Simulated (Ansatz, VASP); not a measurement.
Mg: VASP beside Ansatz

```xyz
1
Lattice="-1.7778 1.7778 1.7778 1.7778 -1.7778 1.7778 1.7778 1.7778 -1.7778" Properties=species:S:1:pos:R:3 pbc="T T T"
Mg    0.0000    0.0000    0.0000
```

This isn't the form of Mg at room conditions, which is hcp.

Alike in both runs: task single point; functional PBEsol; k mesh 18 × 18 × 18; occupations fermi-dirac, width 0.15 eV; no spin polarisation.

|  | VASP | Ansatz |
| --- | --- | --- |
| version | VASP 6.6.1 | Ansatz 0.2.0 |
| potentials or method | VASP PAW PBE potentials, release 64 (Mg), cutoff 520 eV | all-electron LAPW, scalar-relativistic |

|  | VASP | Ansatz | Ansatz less VASP |
| --- | --- | --- | --- |
| pressure (GPa) | 0.0 | 0.1 | +0.03 |

Ansatz ran all-electron here, so the differences hold the error of VASP's frozen core and of both bases. Ansatz warned: «optics_on_partly_filled_bands».

Caveats: the PAW data sets were made with another functional, which shifts forces and pressure a little (VASP).
